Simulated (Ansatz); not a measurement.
System: BaO (rock salt type), 2 atoms in the cell.

```
Ba O
1.0
     0.00000    2.79500    2.79500
     2.79500    0.00000    2.79500
     2.79500    2.79500    0.00000
Ba O
1 1
Direct
  0.00000 0.00000 0.00000
  0.50000 0.50000 0.50000
```

Code and potentials: Ansatz all-electron PAW datasets made for this crystal, 300 eV. Settings: k-mesh 6×6×6 Γ-centred; Fermi–Dirac smearing of 0.02 eV; no spin polarisation; no spin–orbit coupling. For HSE06: exchange singularity: regularized.

Plain PBE gives:

```json
{"Pressure": "-0.59 GPa", "Gap on the mesh": "2.13 eV"}
```

(1) What changes under HSE06 (340 eV)?

(2) What changes under r²SCAN?

Answers

(1) The pressure decreases by 1.625 GPa to -2.214 GPa; the gap rises by 1.27 eV to 3.40 eV.

(2) The pressure falls by 1.18 GPa to -1.77 GPa; the gap goes up by 0.325 eV to 2.452 eV.

The stress includes the program's correction for the finite plane-wave basis.

A gap read on the mesh is an upper bound of this method's gap, since the mesh can miss a band edge. Spin–orbit coupling is left out; with heavy elements it can shift the gap and split levels by tenths of an eV. Semilocal functionals give gaps that mostly lie well below measured ones.
